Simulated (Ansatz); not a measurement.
# Ir: the cost of one run

Computed with Ansatz 0.2.0 (DFT PBEsol, scalar-relativistic, plane waves, PAW, unless a step's input says otherwise).

The COD entry's cell or inner coordinates are ideal or old and differ from later refinements, so a difference from it is no clean test against experiment.

1 further run of the same task is left out (set aside as unsound or not needed).

### 1 The starting structure

It takes space group Fm-3m (No. 225, cubic). The conventional cell has a = 3.830 Å, b = 3.830 Å, c = 3.830 Å, α = 90.00°, β = 90.00°, γ = 90.00°. Around Ir (site symmetry m-3m) lie 12 Ir at 2.71 Å.

Coordinates:

```xyz
1
Lattice="0.0000 1.9151 1.9151 1.9151 0.0000 1.9151 1.9151 1.9151 0.0000" Properties=species:S:1:pos:R:3 pbc="T T T"
Ir    0.0000    0.0000    0.0000
```

This cell was relaxed beforehand with the same method: volume 14.05 Å³/atom, gap on the mesh none (metal).

### 2 Electronic structure at the relaxed geometry

Input file input.yaml:

```yaml
crystal:
  lattice:
    - [0.0, 1.9151294299, 1.9151294299]
    - [1.9151294299, 0.0, 1.9151294299]
    - [1.9151294299, 1.9151294299, 0.0]
  atoms:
    - { symbol: Ir, position: [0.0, 0.0, 0.0] }
basis:
  ecutwfc: 420
kpoints:
  mp_grid: { grid: [18, 18, 18] }
  band_path:
    path:
      - [[0.0, 0.0, 0.0], [0.5, 0.0, 0.5], [0.625, 0.25, 0.625]]
      - [[0.375, 0.375, 0.75], [0.0, 0.0, 0.0], [0.5, 0.5, 0.5], [0.5, 0.25, 0.75], [0.5, 0.0, 0.5]]
    npoints: 14
hamiltonian:
  xc: pbesol
scf:
  occupations: { method: gaussian, width: 0.1 }
  n_extra_bands: 6
output:
  forces: true
  stress: true
  eigenvalues: true
  populations: true
  dos: { projected: true, de: 0.02, nscf_kmesh: { grid: [27, 27, 27] } }
  bader: true
  write_density: true
  write_potential: true
  elf: true
  volumetric_format: npy
```

On the command line:

```sh
ansatz run input.yaml --threads 1 --pin off --max-ram 2560MiB --backend cpu --events-out ev --progress --plain --runs-dir out
```

Q: Estimate wall time and peak memory on 1 thread of Arm Neoverse V2, shared host.

About 8.4 s, with a peak of 0.32 GiB.
